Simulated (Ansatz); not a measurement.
We consider cubic perovskite CsPbI₃ (cubic high-temperature phase), described by r²SCAN+SOC in Ansatz (plane waves, PAW).

Run with plane-wave cutoff 560 eV, 6×6×6 k mesh, Fermi–Dirac smearing 0.01 eV, PAW data made under PBE.

Equation-of-state points:

| V (Å³/atom) | E − E_lowest (meV/atom) | P (GPa) |
|---|---|---|
| 47.750 | 10.56 | 1.179 |
| 48.766 | 4.50 | 0.739 |
| 49.782 | 1.08 | 0.348 |
| 50.798 | 0.00 | -0.001 |
| 51.814 | 1.01 | -0.312 |
| 52.830 | 3.88 | -0.588 |
| 53.846 | 8.40 | -0.834 |

Estimate the bulk modulus from the pressures at 49.782 and 51.814 Å³/atom, and compare it with a fit to all energies.

B = −V dP/dV. Between V = 49.782 and 51.814 Å³/atom, dP/dV = (-0.312 − (0.348))/(51.814 − 49.782) = -0.325 GPa per Å³/atom; at the midpoint 50.798 Å³/atom this gives B ≈ 16.5 GPa. The third-order Birch–Murnaghan fit gives V0 = 50.795 Å³/atom, B0 = 16.4 GPa, B′ = 4.8, which lies within 1 % of that estimate.

Note: the relaxation could not lower the start's symmetry, so the cell can be a saddle point above a distorted one.

Computed values are for the static lattice.

Computing time: about 60 core-minutes (a rough figure).

Ansatz is a first-principles code.
